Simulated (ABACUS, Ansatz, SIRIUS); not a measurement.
# PbSe: programs and potentials compared

```xyz
2
Lattice="0.0000 3.0606 3.0606 3.0606 0.0000 3.0606 3.0606 3.0606 0.0000" Properties=species:S:1:pos:R:3 pbc="T T T"
Pb    0.0000    0.0000    0.0000
Se    3.0606    3.0606    3.0606
```

Alike in all runs: task single point; functional PBEsol; k mesh 6 × 6 × 6; occupations fermi-dirac, width 0.05 eV; no spin polarisation; no spin-orbit coupling. Pressure is positive in compression and, in plane waves, holds the error of the finite cutoff, which Ansatz's Pulay term estimates and takes out.

```tsv
program and potentials	plane-wave cutoff (eV)	notes	band gap (eV)	pressure (GPa)
Ansatz, PAW datasets made for the crystal	240	10 valence electrons an atom on average	0.20	-0.57
SIRIUS, PseudoDojo 0.4.1 PBE standard (scalar relativistic)	1177	potentials made for PBE; 15 valence electrons an atom on average	?	?
ABACUS, SPMS ONCV 1.0 PBE, plane waves	1184	potentials made for PBE; 15 valence electrons an atom on average	0.21	-0.83
```

Estimate from the other rows what the run with SIRIUS, PseudoDojo 0.4.1 PBE standard (scalar relativistic) gave.

Band gap 0.21 eV; pressure -0.60 GPa. The other rows, which needn't bracket it: band gap 0.20 to 0.21; pressure -0.83 to -0.57.
